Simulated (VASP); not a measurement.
Runs of VASP 6.6.1 on MgS. Symmetry: Imm2, No. 44, orthorhombic system. Conventional cell: a = 4.007 Å, b = 4.007 Å, c = 5.666 Å, α = 90.00°, β = 90.00°, γ = 90.00°. Mg (site symmetry mm2) has 2 S at 2.29 Å as nearest neighbours. S (site symmetry mm2) has 2 Mg at 2.29 Å as nearest neighbours. The cell comes from a database or a generator and needn't be the stable form of this composition.

```csv
cell,gap on the mesh (eV),pressure (GPa),largest force (eV/Å)
"atom 1 (Mg) moved by (-0.300, +0.000) A along x and z",2.92,(a),1.56
"atom 1 (Mg) moved by (-0.300, -0.150) A along x and z",2.87,2.2,(b)
"atom 1 (Mg) moved by (-0.150, -0.150) A along x and z",3.02,0.6,1.31
"atom 1 (Mg) moved by (-0.150, +0.000) A along x and z",3.10,0.0,0.81
```

Alike in all rows: task single point; level PBEsol; potentials or basis VASP PAW PBE potentials, release 64 (Mg, S); no spin polarisation; k mesh 8 × 8 × 8; cutoff (eV) 520; smearing gaussian 0.05 eV.

Question: Fill in the values left out.

Answer: (a) 1.6; (b) 2.17.

Caveats: the PAW data sets were made with another functional, which shifts forces and pressure a little.

A k mesh can miss the band edges.
